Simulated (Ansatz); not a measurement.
## Biaxial strain in AlN (F-43m)

```yaml
crystal:
  lattice:
    - [2.18868, 2.18868, 0.00000]
    - [-2.18868, 2.18868, 0.00000]
    - [0.00000, 2.18868, 2.18868]
  atoms:
    - { symbol: Al, position: [0.00000, 0.00000, 0.00000] }
    - { symbol: N, position: [0.25000, 0.75000, 0.50000] }
```

This cell was relaxed by PAW under PBEsol. A film on a (001) substrate is mimicked by stretching x and y by ε∥; the length along z and the atoms then relax by PAW (default files of Ansatz 0.2.0, cutoff 420 eV, stress met within about 0.05 GPa). Stress and levels come from PBEsol, all-electron LAPW in Ansatz 0.2.0, scalar-relativistic; k mesh 10×10×10, fixed occupations, basis error target 0.5 meV/atom. Conduction levels are in eV over the valence top, at fixed fractional wave vectors.

```csv
ε∥ (%),ε⊥ (%),"σ∥ (GPa, tension positive)",X ⊥ z,X ∥ z,Γ,L (oblique),2nd valence level at Γ,3rd
-2.0,2.105,-5.82,3.076,3.277,4.169,7.250,0.000,-0.187
-1.0,1.087,-2.71,3.131,3.230,4.118,7.251,0.000,-0.091
-0.5,0.550,-1.27,3.159,3.208,4.094,7.239,0.000,-0.045
0.0,0.000,0.10,3.188,3.188,4.070,7.219,0.000,0.000
0.5,-0.533,1.46,3.173,3.127,4.001,7.145,-0.042,-0.042
1.0,?,?,?,?,?,?,?,?
2.0,-2.305,5.04,3.142,2.956,3.809,6.894,-0.164,-0.164
```

The last two columns are counted from the highest valence level at Γ.

Task: How does the film contract along z, and how stiff is it in the plane?

Result: Quadratic fits through the 6 rows shown have slopes dε⊥/dε∥ = -1.102 and dσ∥/dε∥ = 271.4 GPa at zero strain. Elasticity asks −2C12/C11 = -1.102 and C11 + C12 − 2C12²/C11 = 270.2 GPa, from PAW constants C11 = 286.3, C12 = 157.8 GPa. At the level of the σ∥ column the films keep up to 0.08 GPa along z against the unstrained cell, and the constants are scalar-relativistic PAW values, so part of the difference is the change of level.

Task: Which shear deformation potential b does the valence splitting give?

Result: Without spin-orbit coupling the single level moves against the pair by 3b(ε⊥ − ε∥): -0.0447 eV at ε⊥ − ε∥ = 0.01050 and 0.0421 eV at -0.01033, so b = -1.39 eV.

Task: And the uniaxial potential of the lowest valleys?

Result: The valley along z moves against those in the plane by Ξu(ε⊥ − ε∥): from 0.0490 to -0.0467 eV between the two smallest strains, so Ξu = 4.60 eV.

Task: Fill the row at ε∥ = 1.0 %.

Result: The fits give ε⊥ = -1.119 % and σ∥ = 2.71 GPa. Computed: ε⊥ (%) = -1.096, σ∥ (GPa, tension positive) = 2.73, X ⊥ z = 3.161, X ∥ z = 3.068, Γ = 3.934, L (oblique) = 7.066, 2nd valence level at Γ = -0.083, 3rd = -0.083. The levels have a kink at zero strain, where another valence state takes the top, so one parabola doesn't fit them.

Task: How fast does the least gap among these points move on each side of zero strain?

Result: dE_g/dε∥ is 57 meV per % on the compressed side and -122 on the stretched side, so the gap falls either way. The lowest conduction level lies at X ⊥ z under the strongest compression and at X ∥ z under the strongest tension.

Caveats: this zinc-blende form is metastable at ambient conditions; the frozen-core PAW files of the relaxations were fitted under PBE, their cores solved anew for this functional; semilocal gaps are low, and the spacing of valleys can be off by tenths of an eV; levels are read at fixed fractional k, so an edge that moves off these points is missed.
